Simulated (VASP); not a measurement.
# Sr: nudged elastic band

Sr, defect, 15 atoms in the cell. PBE, nudged elastic band; PAW potentials Sr_sv (PBE set).

Path: a Sr atom hops into a neighbouring Sr vacancy; Moving images: 3.

## Input

INCAR.step1:
```
SYSTEM = Sr
  PREC = Normal
  ENCUT = 250
  EDIFF = 1E-6
  ISMEAR = 1
  SIGMA = 0.1
  LREAL = .FALSE.
  LASPH = .TRUE.
  NELM = 100
  ALGO = Normal
  LWAVE = .FALSE.
  LCHARG = .FALSE.
  IBRION = 2
  NSW = 100
  ISIF = 2
  EDIFFG = -0.02
  POTIM = 0.5
  KPAR = 3
```

INCAR.step3, as INCAR.step1 but for:
```
- IBRION = 2
- ISIF = 2
- EDIFFG = -0.02
- POTIM = 0.5
- KPAR = 3
+ IBRION = 1
+ POTIM = 0.3
+ EDIFFG = -0.05
+ SPRING = -5
+ IMAGES = 3
+ KPAR = 2
```

KPOINTS:
```
k-points
0
Gamma
  2 2 2
```

00/POSCAR:
```
Sr
1.0
    9.7400000000      0.0000000000      0.0000000000
    0.0000000000      9.7400000000      0.0000000000
    0.0000000000      0.0000000000      9.7400000000
Sr
15
Direct
    0.5000000000      0.0000000000      0.0000000000
    0.0000000000      0.5000000000      0.0000000000
    0.0000000000      0.0000000000      0.5000000000
    0.2464331691      0.2464331691      0.2464331691
    0.5000000000      0.5000000000      0.0000000000
    0.5000000000      0.0000000000      0.5000000000
    0.7535668309      0.2464331691      0.2464331691
    0.0000000000      0.5000000000      0.5000000000
    0.2464331691      0.7535668309      0.2464331691
    0.2464331691      0.2464331691      0.7535668309
    0.5000000000      0.5000000000      0.5000000000
    0.7535668309      0.7535668309      0.2464331691
    0.7535668309      0.2464331691      0.7535668309
    0.2464331691      0.7535668309      0.7535668309
    0.7535668309      0.7535668309      0.7535668309
```

01/POSCAR:
```
Sr
1.0
    9.7400000000      0.0000000000      0.0000000000
    0.0000000000      9.7400000000      0.0000000000
    0.0000000000      0.0000000000      9.7400000000
Sr
15
Direct
    0.5032768519      0.0050564815      0.0050564815
    0.0050564815      0.5032768519      0.0050564815
    0.0050564815      0.0050564815      0.5032768519
    0.1898813583      0.1898813583      0.1898813583
    0.5032768519      0.5032768519      0.0050564815
    0.5032768519      0.0050564815      0.5032768519
    0.7568417898      0.2514915435      0.2514915435
    0.0050564815      0.5032768519      0.5032768519
    0.2514915435      0.7568417898      0.2514915435
    0.2514915435      0.2514915435      0.7568417898
    0.5032768519      0.5032768519      0.5032768519
    0.7568417898      0.7568417898      0.2514915435
    0.7568417898      0.2514915435      0.7568417898
    0.2514915435      0.7568417898      0.7568417898
    0.7568417898      0.7568417898      0.7568417898
```

02/POSCAR:
```
Sr
1.0
    9.7400000000      0.0000000000      0.0000000000
    0.0000000000      9.7400000000      0.0000000000
    0.0000000000      0.0000000000      9.7400000000
Sr
15
Direct
    0.5065537037      0.0101129629      0.0101129629
    0.0101129629      0.5065537037      0.0101129629
    0.0101129629      0.0101129629      0.5065537037
    0.1333295475      0.1333295475      0.1333295475
    0.5065537037      0.5065537037      0.0101129629
    0.5065537037      0.0101129629      0.5065537037
    0.7601167488      0.2565499179      0.2565499179
    0.0101129629      0.5065537037      0.5065537037
    0.2565499179      0.7601167488      0.2565499179
    0.2565499179      0.2565499179      0.7601167488
    0.5065537037      0.5065537037      0.5065537037
    0.7601167488      0.7601167488      0.2565499179
    0.7601167488      0.2565499179      0.7601167488
    0.2565499179      0.7601167488      0.7601167488
    0.7601167488      0.7601167488      0.7601167488
```

03/POSCAR:
```
Sr
1.0
    9.7400000000      0.0000000000      0.0000000000
    0.0000000000      9.7400000000      0.0000000000
    0.0000000000      0.0000000000      9.7400000000
Sr
15
Direct
    0.5098305556      0.0151694444      0.0151694444
    0.0151694444      0.5098305556      0.0151694444
    0.0151694444      0.0151694444      0.5098305556
    0.0767777367      0.0767777367      0.0767777367
    0.5098305556      0.5098305556      0.0151694444
    0.5098305556      0.0151694444      0.5098305556
    0.7633917077      0.2616082923      0.2616082923
    0.0151694444      0.5098305556      0.5098305556
    0.2616082923      0.7633917077      0.2616082923
    0.2616082923      0.2616082923      0.7633917077
    0.5098305556      0.5098305556      0.5098305556
    0.7633917077      0.7633917077      0.2616082923
    0.7633917077      0.2616082923      0.7633917077
    0.2616082923      0.7633917077      0.7633917077
    0.7633917077      0.7633917077      0.7633917077
```

04/POSCAR:
```
Sr
1.0
    9.7400000000      0.0000000000      0.0000000000
    0.0000000000      9.7400000000      0.0000000000
    0.0000000000      0.0000000000      9.7400000000
Sr
15
Direct
    0.5131074075      0.0202259258      0.0202259258
    0.0202259258      0.5131074075      0.0202259258
    0.0202259258      0.0202259258      0.5131074075
    0.0202259258      0.0202259258      0.0202259258
    0.5131074075      0.5131074075      0.0202259258
    0.5131074075      0.0202259258      0.5131074075
    0.7666666667      0.2666666667      0.2666666667
    0.0202259258      0.5131074075      0.5131074075
    0.2666666667      0.7666666667      0.2666666667
    0.2666666667      0.2666666667      0.7666666667
    0.5131074075      0.5131074075      0.5131074075
    0.7666666667      0.7666666667      0.2666666667
    0.7666666667      0.2666666667      0.7666666667
    0.2666666667      0.7666666667      0.7666666667
    0.7666666667      0.7666666667      0.7666666667
```

POSCAR.step1:
```
Sr
1.0
    9.7400000000      0.0000000000      0.0000000000
    0.0000000000      9.7400000000      0.0000000000
    0.0000000000      0.0000000000      9.7400000000
Sr
15
Direct
    0.5000000000      0.0000000000      0.0000000000
    0.0000000000      0.5000000000      0.0000000000
    0.0000000000      0.0000000000      0.5000000000
    0.2500000000      0.2500000000      0.2500000000
    0.5000000000      0.5000000000      0.0000000000
    0.5000000000      0.0000000000      0.5000000000
    0.7500000000      0.2500000000      0.2500000000
    0.0000000000      0.5000000000      0.5000000000
    0.2500000000      0.7500000000      0.2500000000
    0.2500000000      0.2500000000      0.7500000000
    0.5000000000      0.5000000000      0.5000000000
    0.7500000000      0.7500000000      0.2500000000
    0.7500000000      0.2500000000      0.7500000000
    0.2500000000      0.7500000000      0.7500000000
    0.7500000000      0.7500000000      0.7500000000
```

POSCAR.step2:
```
Sr
1.0
    9.7400000000      0.0000000000      0.0000000000
    0.0000000000      9.7400000000      0.0000000000
    0.0000000000      0.0000000000      9.7400000000
Sr
15
Direct
    0.5000000000      0.0000000000      0.0000000000
    0.0000000000      0.5000000000      0.0000000000
    0.0000000000      0.0000000000      0.5000000000
    0.0000000000      0.0000000000      0.0000000000
    0.5000000000      0.5000000000      0.0000000000
    0.5000000000      0.0000000000      0.5000000000
    0.7500000000      0.2500000000      0.2500000000
    0.0000000000      0.5000000000      0.5000000000
    0.2500000000      0.7500000000      0.2500000000
    0.2500000000      0.2500000000      0.7500000000
    0.5000000000      0.5000000000      0.5000000000
    0.7500000000      0.7500000000      0.2500000000
    0.7500000000      0.2500000000      0.7500000000
    0.2500000000      0.7500000000      0.7500000000
    0.7500000000      0.7500000000      0.7500000000
```

Commands (each step's output is kept before the next begins):
```
cat potpaw_PBE.64/Sr_sv/POTCAR > POTCAR
cp INCAR.step1 INCAR
cp POSCAR.step1 POSCAR
mpirun -np 6 vasp_std > vasp.out
cp POSCAR.step2 POSCAR
mpirun -np 6 vasp_std > vasp.out
# 00 and 04 hold the relaxed ends, the second shifted as a whole so that the mean position stays; the images between are interpolated (pair-distance (IDPP))
cp INCAR.step3 INCAR
mpirun -np 6 vasp_std > vasp.out
```

## Result

- Barrier (eV): 0.344
- Barrier of the reverse step (eV): 0.344
- Energy of the second end over the first (eV): 0.000
- Top of the path (share of its length): 0.50
- Length of the path (Å): 4.07
- Steps of the band: 7
- Ionic steps, all stages: 17
- Electronic steps, all stages: 227

Energy along the relaxed band:

| Image | Distance along the path (Å) | Energy above the first end (eV) | Slope along the path (eV/Å) | Largest force across the path (eV/Å) |
|---|---|---|---|---|
| 0 | 0.000 | 0.000 | relaxed end |  |
| 1 | 1.020 | 0.187 | 0.268 | 0.046 |
| 2 | 2.035 | 0.344 | -0.000 | 0.010 |
| 3 | 3.050 | 0.187 | -0.267 | 0.047 |
| 4 | 4.070 | 0.000 | relaxed end |  |

The cell is Sr (16 atoms) with one Sr atom missing.

The two ends have the same energy within 0.01 eV.

Limits: the cell holds 15 atoms, so the vacancy or interstitial meets its own images and the barrier isn't that of a lone defect; the atom stays on the straight, symmetric line between the sites, so the barrier is an upper bound: a way around it wasn't tried.

VASP 6.6.1 took 912 s on 6 cores (Intel Xeon Platinum 8488C (Sapphire Rapids)), a shared host.
